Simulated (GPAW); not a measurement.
# C (Fd-3m) in GPAW: reference runs

Aim: a first look at C with PBEsol, on the cell as given and on a disturbed one.

Program: GPAW 26.7.0. These are calculated values, not measurements. Logs are shortened: lines on timing, memory, paths and dates and some standing lists are left out, and cuts for length are marked. The log counts tension as positive stress, the text compression.

**Experimental background.**

From “Equation of state of cubic boron nitride at high pressures and temperatures”, 2007, arxiv:cond-mat/0702656, for a bulk crystal of C: bulk modulus 442 ± 5 GPa.

How close the calculation comes is told below.

## 1. Starting point

Symmetry: Fd-3m, No. 227, cubic system. Conventional cell: a = 3.567 Å, b = 3.567 Å, c = 3.567 Å, α = 90.00°, β = 90.00°, γ = 90.00°. C (site symmetry -43m) is surrounded by 4 C at 1.54 Å.

This isn't the form of C at room conditions, which is graphite.

## 2. Single point, PBEsol

Input file run.py:

```python
from ase import Atoms
from ase.dft.bandgap import bandgap
from ase.io import write
from ase.units import GPa
from gpaw import GPAW, PW, setup_paths

setup_paths.insert(0, '.')

atoms = Atoms(['C', 'C'],
              cell=[[0.0, 1.78337, 1.78337],
                    [1.78337, 0.0, 1.78337],
                    [1.78337, 1.78337, 0.0]],
              scaled_positions=[[0.75, 0.75, 0.75],
                                [0.5, 0.5, 0.5]],
              pbc=True)

calc = GPAW(mode=PW(800),
            xc='PBEsol',
            kpts={'size': (13, 13, 13), 'gamma': True},
            occupations={'name': 'fermi-dirac', 'width': 0.05},
            nbands=11,
            convergence={'density': 1e-05, 'energy': 1e-05},
            maxiter=150,
            txt='gpaw.txt')
atoms.calc = calc
energy = atoms.get_potential_energy()
forces = atoms.get_forces()
stress = atoms.get_stress()
calc.write('gs.gpw')
write('result.traj', atoms)
print(f'Energy: {energy:.6f} eV')
print('Forces (eV/A):')
print(forces.round(4))
print('Stress (GPa):', (stress / GPa).round(3))
print('Fermi level:', round(calc.get_fermi_level(), 4), 'eV')
print(f'Gap: {bandgap(calc)[0]:.4f} eV, direct: {bandgap(calc, direct=True)[0]:.4f} eV')
```

Potentials or basis: PAW data sets generated in the run's folder for this functional, pw.

Run with:

```bash
$ gpaw-setup -f PBEsol C
$ OMP_NUM_THREADS=1 python run.py
```

gpaw.txt:

```text
__  _  _
 | _ |_)|_||  |
 |__||  | ||/\| - 26.7.0

Input parameters:
  mode=PW(ecut=800.0),
  convergence={'density': 1e-05, 'energy': 1e-05},
  kpts=MonkhorstPack(size=(13, 13, 13), gamma=True),
  maxiter=150,
  nbands=11,
  occupations=Occupations(name='fermi-dirac', width=0.05),
  xc=XC(name='PBEsol')

Diagonalizing LCAO Hamiltonian
Converting LCAO to pw mode

          C
       C

Atoms  # Å, Bohr magnetons
|   | symbol |        x |        y |        z |    initial magnetic moments |
|---|--------|----------|----------|----------|-----------------------------|
| 0 |      C | 2.675055 | 2.675055 | 2.675055 | ( 0.0000,  0.0000,  0.0000) |
| 1 |      C | 1.783370 | 1.783370 | 1.783370 | ( 0.0000,  0.0000,  0.0000) |

Unit cell  # Å
| periodic |        x |        y |        z |  lengths |    angles |
|----------|----------|----------|----------|----------|-----------|
|      yes | 0.000000 | 1.783370 | 1.783370 | 2.522066 | 60.000000 |
|      yes | 1.783370 | 0.000000 | 1.783370 | 2.522066 | 60.000000 |
|      yes | 1.783370 | 1.783370 | 0.000000 | 2.522066 | 60.000000 |

Number of symmetries: 24
Symmetry operations  # r_c * U_cc + t_c -> r_c
|    | kind |            matrix            |
|----|------|------------------------------|
|  0 |  E   |  1, 0, 0,  0, 1, 0,  0, 0, 1 |
|  1 |  σ   |  1, 0, 0,  0, 0, 1,  0, 1, 0 |
|  2 |  σ   |  1, 0,-1,  0, 1,-1,  0, 0,-1 |
|  3 |  C3  |  1, 0,-1,  0, 0,-1,  0, 1,-1 |
|  4 |  C3  |  1,-1, 0,  0,-1, 1,  0,-1, 0 |
|  5 |  σ   |  1,-1, 0,  0,-1, 0,  0,-1, 1 |
|  6 |  σ   |  0, 1, 0,  1, 0, 0,  0, 0, 1 |
|  7 |  C3  |  0, 1, 0,  0, 0, 1,  1, 0, 0 |
|  8 |  C2  |  0, 1,-1,  1, 0,-1,  0, 0,-1 |
|  9 |  S4  |  0, 1,-1,  0, 0,-1,  1, 0,-1 |
| 10 |  C3  |  0, 0, 1,  1, 0, 0,  0, 1, 0 |
| 11 |  σ   |  0, 0, 1,  0, 1, 0,  1, 0, 0 |
| 12 |  S4  |  0, 0,-1,  1, 0,-1,  0, 1,-1 |
| 13 |  C3  |  0, 0,-1,  0, 1,-1,  1, 0,-1 |
| 14 |  S4  |  0,-1, 1,  1,-1, 0,  0,-1, 0 |
| 15 |  C2  |  0,-1, 1,  0,-1, 0,  1,-1, 0 |
| 16 |  C3  |  0,-1, 0,  1,-1, 0,  0,-1, 1 |
| 17 |  S4  |  0,-1, 0,  0,-1, 1,  1,-1, 0 |
| 18 |  S4  | -1, 1, 0, -1, 0, 1, -1, 0, 0 |
| 19 |  C3  | -1, 1, 0, -1, 0, 0, -1, 0, 1 |
| 20 |  C3  | -1, 0, 1, -1, 1, 0, -1, 0, 0 |
| 21 |  S4  | -1, 0, 1, -1, 0, 0, -1, 1, 0 |
| 22 |  σ   | -1, 0, 0, -1, 1, 0, -1, 0, 1 |
| 23 |  C2  | -1, 0, 0, -1, 0, 1, -1, 1, 0 |

BZ-sampling:
  Number of BZ points: 2197
  Number of IBZ points: 84

  Monkhorst-Pack size: [13, 13, 13]
  Monkhorst-Pack shift: [0, 0, 0]

K-points  # in reciprocal-cell coordinates
|     |                                coordinates |     weight |
|-----|--------------------------------------------|------------|
|   0 | (  0.00000000,   0.00000000,   0.00000000) | 0.00045517 |
|   1 | (  0.07692308,   0.07692308,   0.00000000) | 0.00273100 |
|   2 | (  0.07692308,   0.07692308,   0.07692308) | 0.00364133 |
|   3 | (  0.15384615,   0.07692308,   0.07692308) | 0.00546199 |
|   4 | (  0.15384615,   0.15384615,   0.00000000) | 0.00273100 |
|   5 | (  0.15384615,   0.15384615,   0.07692308) | 0.01092399 |
|   6 | (  0.15384615,   0.15384615,   0.15384615) | 0.00364133 |
|   7 | (  0.23076923,   0.15384615,   0.07692308) | 0.01092399 |
|   8 | (  0.23076923,   0.15384615,   0.15384615) | 0.01092399 |
|   9 | (  0.23076923,   0.23076923,   0.00000000) | 0.00273100 |
| ... |                                            |            |
|  83 | (  0.46153846,   0.46153846,   0.46153846) | 0.00364133 |

Plane wave coefficients: 594
Cutoff: 800.0 eV

Spin-components: 1 (collinear spins)
Bands:           11
Projectors:      10
Spin-degeneracy: 2
Datatype:        complex128

Parallelization:
  kpt:    1
  domain: 1
  band:   1

Density:
  Valence electrons: 8.0
  Components: 1
  Grid points: [18 18 18]
  Charge: 0.0  # |e|

Potential:
  Grid points: [18 18 18]

species:
  C:
    name:    Carbon
    Z:       6.0
    valence: 4
    core:    2
    charge:  0.0  # [|e|]
    compensation charges:
      type: gauss
      rc: 0.20  # [Å]
      lmax: 2
    cutoffs:
      filter: 1.14  # [Å]
      core: 1.14  # [Å]
    projectors
    | kind |    occ | energy [eV] | rcut [Å] |
    |------|--------|-------------|----------|
    |   2s |  2.000 |     -13.648 |    0.635 |
    |   2p |  2.000 |      -5.232 |    0.635 |
    |    s |        |      13.563 |    0.635 |
    |    p |        |      21.979 |    0.635 |
    |    d |        |       0.000 |    0.635 |

    Using partial waves for C as LCAO basis

Reference energy: -2045.923931  # eV

eigensolver:
  PPCG
  Converge bands: occupied
  niter=2

density mixing:
  MSR1-Mixer
  Pratt-step length: 0.05
  Maximum mixing coefficient: 0.75
  Old densities: 10
  SVD Regularization: 0.005
  Good broyden scale: 1.0
  Trust region scale: 1.0
  Backstep threshold: 4.0
  History deletion threshold: 6.0
  Fourier metric: weight=20.0, sigma=0.015

occupation numbers:
  Fermi-Dirac:
    width: 0.0500  # eV

poisson solver:
  ecut: 6400.0  # eV

xc functional:
  name: PBEsol with 2 nearest neighbor stencil

convergence criteria:
- Maximum integral of absolute [dens]ity change: 1e-05 electrons / valence electron
- Maximum [total energy] change in last 3 cyles: 1e-05 eV / valence electron
- Maximum integral of absolute [eigenst]ate change: 4e-08 eV^2 / valence electron
maximum number of iterations: 150

SCF iterations
|iter     | |      energy | eigst |  dens |
|---------|-|-------------|-------|-------|
|iter:   1| |  -19.814421 | +0.14 |       |
|iter:   2| |  -19.738950 | -2.78 | -0.81 |
|iter:   3| |  -19.262760 | -1.54 | -0.83 |
|iter:   4| |  -19.255355 | -2.73 | -1.50 |
|iter:   5| |  -19.255746 | -4.45 | -2.23 |
|iter:   6| |  -19.255748 | -6.52 | -3.46 |
|iter:   7| |  -19.255749c| -8.02c| -4.13 |
|iter:   8| |  -19.255749c| -9.01c| -5.56c|

Converged in 8 steps
Energy contributions relative to reference atoms: (reference = -2045.923931)

Energy contributions:
  Kinetic:          16.832004
  Coulomb:         -15.921585
  Zero:              0.044163
  External:          0.000000
  Xc:              -20.210330
  Entropy:           0.000000
  Spinorbit:         0.000000
  ----------------------------
  Free energy:     -19.255749
  Extrapolated:    -19.255749

dipole moment: (2.143823, 2.143823, 2.143823)  # |e|*Ang

Fermi level: 13.835
Eigenvalues  # (at kpt = [0.000, 0.000, 0.000])
| band index |      eig [eV] | occ [0-2] |
|------------|---------------|-----------|
|          0 |        -9.486 |     2.000 |
|          1 |        12.036 |     2.000 |
|          2 |        12.036 |     2.000 |
|          3 |        12.036 |     2.000 |
|          4 |        17.580 |     0.000 |
|          5 |        17.580 |     0.000 |
|          6 |        17.580 |     0.000 |
|          7 |        25.403 |     0.000 |
|          8 |        31.007 |     0.000 |
|          9 |        38.485 |     0.000 |
|         10 |        39.264 |     0.000 |

Gap: 4.011 eV
Transition (v -> c):
  (s=0, k=0, n=3, [0.00, 0.00, 0.00]) -> (s=0, k=35, n=4, [0.38, 0.38, 0.00])
Direct/indirect transitions are different
Direct gap: 5.544 eV
Transition at: (s=0, k=0, n=3, [0.00, 0.00, 0.00])

Forces  # eV/Ang
|        x |        y |        z |
|----------|----------|----------|
|  0.00000 | -0.00000 | -0.00000 |  # C    0
| -0.00000 |  0.00000 |  0.00000 |  # C    1

Stress tensor  # eV/Ang^3
|         x |         y |        z |
|-----------|-----------|----------|
|  0.032203 | -0.000000 | 0.000000 |
| -0.000000 |  0.032203 | 0.000000 |
|  0.000000 |  0.000000 | 0.032203 |

# Writing to gs.gpw (mode='')
```

Wall time 12 s (1 thread of Arm Neoverse V2, shared host); peak memory 0.14 GiB.

Results:

```
Free energy            : -19.2557 eV
Pressure               : -5.2 GPa
Band gap on the k mesh : 4.01 eV, indirect (least direct gap 5.54 eV)
```

Levels at points of the mesh, in eV from the valence-band top:
| k point | band 1 | band 2 | band 3 | band 4 | band 5 | band 6 | band 7 |
| --- | --- | --- | --- | --- | --- | --- | --- |
| (0.00, 0.00, 0.00) | -21.52 | 0.00 | 0.00 | 0.00 | 5.54 | 5.54 | 5.54 |

Caveat: an odd mesh through Γ misses points on the zone boundary, where band edges often lie.

## 3. Single point, PBEsol (atoms moved at random, drawn with an rms of 0.05 Å)

Edit run.py of step 2 so:

```diff
@@ -12,4 +12,4 @@
                     [1.78337, 1.78337, 0.0]],
-              scaled_positions=[[0.75, 0.75, 0.75],
-                                [0.5, 0.5, 0.5]],
+              scaled_positions=[[0.747776, 0.753063, 0.754163],
+                                [0.489281, 0.498603, 0.493599]],
               pbc=True)
```

Potentials or basis: PAW data sets generated in the run's folder for this functional, pw.

Run with:

```bash
$ gpaw-setup -f PBEsol C
$ OMP_NUM_THREADS=1 python run.py
```

gpaw.txt:

```text
__  _  _
 | _ |_)|_||  |
 |__||  | ||/\| - 26.7.0

Input parameters:
  mode=PW(ecut=800.0),
  convergence={'density': 1e-05, 'energy': 1e-05},
  kpts=MonkhorstPack(size=(13, 13, 13), gamma=True),
  maxiter=150,
  nbands=11,
  occupations=Occupations(name='fermi-dirac', width=0.05),
  xc=XC(name='PBEsol')

Diagonalizing LCAO Hamiltonian
Converting LCAO to pw mode

          C
       C

Atoms  # Å, Bohr magnetons
|   | symbol |        x |        y |        z |    initial magnetic moments |
|---|--------|----------|----------|----------|-----------------------------|
| 0 |      C | 2.687942 | 2.678513 | 2.676551 | ( 0.0000,  0.0000,  0.0000) |
| 1 |      C | 1.769463 | 1.752839 | 1.761763 | ( 0.0000,  0.0000,  0.0000) |

Unit cell  # Å
| periodic |        x |        y |        z |  lengths |    angles |
|----------|----------|----------|----------|----------|-----------|
|      yes | 0.000000 | 1.783370 | 1.783370 | 2.522066 | 60.000000 |
|      yes | 1.783370 | 0.000000 | 1.783370 | 2.522066 | 60.000000 |
|      yes | 1.783370 | 1.783370 | 0.000000 | 2.522066 | 60.000000 |

Number of symmetries: 1
Symmetry operations  # r_c * U_cc + t_c -> r_c
|   | kind |            matrix            |
|---|------|------------------------------|
| 0 |  E   |  1, 0, 0,  0, 1, 0,  0, 0, 1 |

BZ-sampling:
  Number of BZ points: 2197
  Number of IBZ points: 1099

  Monkhorst-Pack size: [13, 13, 13]
  Monkhorst-Pack shift: [0, 0, 0]

K-points  # in reciprocal-cell coordinates
|      |                                coordinates |     weight |
|------|--------------------------------------------|------------|
|    0 | (  0.00000000,   0.00000000,   0.00000000) | 0.00045517 |
|    1 | (  0.00000000,   0.00000000,   0.07692308) | 0.00091033 |
|    2 | (  0.00000000,   0.00000000,   0.15384615) | 0.00091033 |
|    3 | (  0.00000000,   0.00000000,   0.23076923) | 0.00091033 |
|    4 | (  0.00000000,   0.00000000,   0.30769231) | 0.00091033 |
|    5 | (  0.00000000,   0.00000000,   0.38461538) | 0.00091033 |
|    6 | (  0.00000000,   0.00000000,   0.46153846) | 0.00091033 |
|    7 | (  0.00000000,   0.07692308,  -0.46153846) | 0.00091033 |
|    8 | (  0.00000000,   0.07692308,  -0.38461538) | 0.00091033 |
|    9 | (  0.00000000,   0.07692308,  -0.30769231) | 0.00091033 |
|  ... |                                            |            |
| 1098 | (  0.46153846,   0.46153846,   0.46153846) | 0.00091033 |

Plane wave coefficients: 594
Cutoff: 800.0 eV

Spin-components: 1 (collinear spins)
Bands:           11
Projectors:      10
Spin-degeneracy: 2
Datatype:        complex128

Parallelization:
  kpt:    1
  domain: 1
  band:   1

Density:
  Valence electrons: 8.0
  Components: 1
  Grid points: [18 18 18]
  Charge: 0.0  # |e|

Potential:
  Grid points: [18 18 18]

species:
  C:
    name:    Carbon
    Z:       6.0
    valence: 4
    core:    2
    charge:  0.0  # [|e|]
    compensation charges:
      type: gauss
      rc: 0.20  # [Å]
      lmax: 2
    cutoffs:
      filter: 1.14  # [Å]
      core: 1.14  # [Å]
    projectors
    | kind |    occ | energy [eV] | rcut [Å] |
    |------|--------|-------------|----------|
    |   2s |  2.000 |     -13.648 |    0.635 |
    |   2p |  2.000 |      -5.232 |    0.635 |
    |    s |        |      13.563 |    0.635 |
    |    p |        |      21.979 |    0.635 |
    |    d |        |       0.000 |    0.635 |

    Using partial waves for C as LCAO basis

Reference energy: -2045.923931  # eV

eigensolver:
  PPCG
  Converge bands: occupied
  niter=2

density mixing:
  MSR1-Mixer
  Pratt-step length: 0.05
  Maximum mixing coefficient: 0.75
  Old densities: 10
  SVD Regularization: 0.005
  Good broyden scale: 1.0
  Trust region scale: 1.0
  Backstep threshold: 4.0
  History deletion threshold: 6.0
  Fourier metric: weight=20.0, sigma=0.015

occupation numbers:
  Fermi-Dirac:
    width: 0.0500  # eV

poisson solver:
  ecut: 6400.0  # eV

xc functional:
  name: PBEsol with 2 nearest neighbor stencil

convergence criteria:
- Maximum integral of absolute [dens]ity change: 1e-05 electrons / valence electron
- Maximum [total energy] change in last 3 cyles: 1e-05 eV / valence electron
- Maximum integral of absolute [eigenst]ate change: 4e-08 eV^2 / valence electron
maximum number of iterations: 150

SCF iterations
|iter     | |      energy | eigst |  dens |
|---------|-|-------------|-------|-------|
|iter:   1| |  -19.774267 | +0.15 |       |
|iter:   2| |  -19.698576 | -2.77 | -0.81 |
|iter:   3| |  -19.220924 | -1.54 | -0.83 |
|iter:   4| |  -19.213502 | -2.73 | -1.50 |
|iter:   5| |  -19.213895 | -4.44 | -2.23 |
|iter:   6| |  -19.213898 | -6.52 | -3.46 |
|iter:   7| |  -19.213898c| -8.02c| -4.13 |
|iter:   8| |  -19.213898c| -8.91c| -5.47c|

Converged in 8 steps
Energy contributions relative to reference atoms: (reference = -2045.923931)

Energy contributions:
  Kinetic:          16.964818
  Coulomb:         -16.002746
  Zero:              0.044090
  External:          0.000000
  Xc:              -20.220060
  Entropy:          -0.000000
  Spinorbit:         0.000000
  ----------------------------
  Free energy:     -19.213898
  Extrapolated:    -19.213898

dipole moment: (2.172793, 2.111029, 2.116764)  # |e|*Ang

Fermi level: 14.169
Eigenvalues  # (at kpt = [0.000, 0.000, 0.000])
| band index |      eig [eV] | occ [0-2] |
|------------|---------------|-----------|
|          0 |        -9.490 |     2.000 |
|          1 |        11.518 |     2.000 |
|          2 |        11.718 |     2.000 |
|          3 |        12.904 |     2.000 |
|          4 |        16.845 |     0.000 |
|          5 |        17.848 |     0.000 |
|          6 |        18.033 |     0.000 |
|          7 |        25.392 |     0.000 |
|          8 |        30.986 |     0.000 |
|          9 |        38.683 |     0.000 |
|         10 |        38.770 |     0.000 |

Gap: 3.105 eV
Transition (v -> c):
  (s=0, k=0, n=3, [0.00, 0.00, 0.00]) -> (s=0, k=910, n=4, [0.38, 0.38, 0.00])
Direct/indirect transitions are different
Direct gap: 3.941 eV
Transition at: (s=0, k=0, n=3, [0.00, 0.00, 0.00])

Forces  # eV/Ang
|        x |        y |        z |
|----------|----------|----------|
| -0.89365 | -1.17748 | -0.74288 |  # C    0
|  0.89365 |  1.17750 |  0.74288 |  # C    1

Stress tensor  # eV/Ang^3
|        x |        y |        z |
|----------|----------|----------|
| 0.027220 | 0.002867 | 0.007300 |
| 0.002867 | 0.027907 | 0.004487 |
| 0.007300 | 0.004487 | 0.026928 |

# Writing to gs.gpw (mode='')
```

Wall time 2.5 min (1 thread of Arm Neoverse V2, shared host); peak memory 0.35 GiB.

What came out:

```
Free energy            : -19.2139 eV
Pressure               : -4.4 GPa
Largest force          : 1.654 eV/Å
Band gap on the k mesh : 3.11 eV, indirect (least direct gap 3.94 eV)
```

Forces in eV/Å, atoms in the order of the input:
```
C   -0.894 -1.177 -0.743
C    0.894  1.177  0.743
```

Stress tensor (GPa, compression positive):
```
-4.36 -0.46 -1.17
-0.46 -4.47 -0.72
-1.17 -0.72 -4.31
```

Caveat: an odd mesh through Γ misses points on the zone boundary, where band edges often lie.

## 4. Equation of state, PBEsol

Input file run.py:

```python
from ase import Atoms
from ase.eos import EquationOfState
from ase.io import Trajectory
from ase.units import GPa
from gpaw import GPAW, PW, setup_paths

setup_paths.insert(0, '.')

atoms = Atoms(['C', 'C'],
              cell=[[0.0, 1.78337, 1.78337],
                    [1.78337, 0.0, 1.78337],
                    [1.78337, 1.78337, 0.0]],
              scaled_positions=[[0.75, 0.75, 0.75],
                                [0.5, 0.5, 0.5]],
              pbc=True)

traj = Trajectory('eos.traj', 'w')
volumes, energies = [], []
for x in [0.94, 0.96, 0.98, 1.0, 1.02, 1.04, 1.06]:
    a = atoms.copy()
    a.set_cell(atoms.cell * x**(1 / 3), scale_atoms=True)
    calc = GPAW(mode=PW(800),
                xc='PBEsol',
                kpts={'size': (13, 13, 13), 'gamma': True},
                occupations={'name': 'fermi-dirac', 'width': 0.05},
                nbands=11,
                convergence={'density': 1e-05, 'energy': 1e-05},
                maxiter=150,
                txt=f'eos-{x:.2f}.txt')
    a.calc = calc
    energies.append(a.get_potential_energy(force_consistent=True))
    volumes.append(a.get_volume())
    p = -a.get_stress()[:3].mean() / GPa
    calc.write(f'eos-{x:.2f}.gpw')
    traj.write(a)
    print(f'{x:.2f} {volumes[-1]:10.4f} A^3 {energies[-1]:14.6f} eV {p:9.3f} GPa', flush=True)

v0, e0, B = EquationOfState(volumes, energies, eos='birchmurnaghan').fit()
print(f'V0 = {v0:.4f} A^3, E0 = {e0:.6f} eV, B0 = {B / GPa:.2f} GPa')
```

Run with:

```bash
$ gpaw-setup -f PBEsol C
$ OMP_NUM_THREADS=1 python run.py
```

It took 86 s on 1 thread of Arm Neoverse V2, shared host; peak memory 0.2 GiB.

Results (log left out):

| Item | Value |
| --- | --- |
| Equilibrium volume | 5.62 Å³/atom |
| Bulk modulus | 450 GPa |
| Pressure derivative of the bulk modulus | 3.7 |

Energy against volume, from the lowest point:
| volume (Å³/atom) | energy (meV/atom) |
| --- | --- |
| 5.332 | 21.28 |
| 5.445 | 6.95 |
| 5.558 | 0.11 |
| 5.672 | 0.00 |
| 5.785 | 6.05 |
| 5.899 | 17.69 |
| 6.012 | 34.45 |

## 5. Summary

| task | cell | gap on the mesh (eV) | pressure (GPa) |
| --- | --- | --- | --- |
| single point | as given | 4.01 | -5.2 |
| single point | atoms moved at random, drawn with an rms of 0.05 Å | 3.11 | -4.4 |
| equation of state | as given | - | - |

Alike in all rows: level PBEsol; potentials or basis PAW data sets generated in the run's folder for this functional, pw; no spin polarisation; k mesh 13 × 13 × 13; cutoff (eV) 800; smearing fermi-dirac 0.05 eV.

Caveats: an odd mesh through Γ misses points on the zone boundary, where band edges often lie (some runs).

Absolute energies hang on the potentials; compare differences alone.

## 6. How close it comes

Step 4. Measured bulk modulus of C: 442 GPa (quoted in “Equation of state of cubic boron nitride at high pressures and temperatures”, 2007, arxiv:cond-mat/0702656). This calculation gives 450 GPa (+1.9 %). 3 values of this kind are on record (442 to 444.8 GPa); this one was drawn at random among those near their median, those with a stated uncertainty first. The fit is for a static lattice scaled at fixed shape and fixed fractional positions. The cell as given is a measured one (5.67 Å³/atom); PBEsol puts the equilibrium volume -1.0 % from it, thermal expansion not counted.
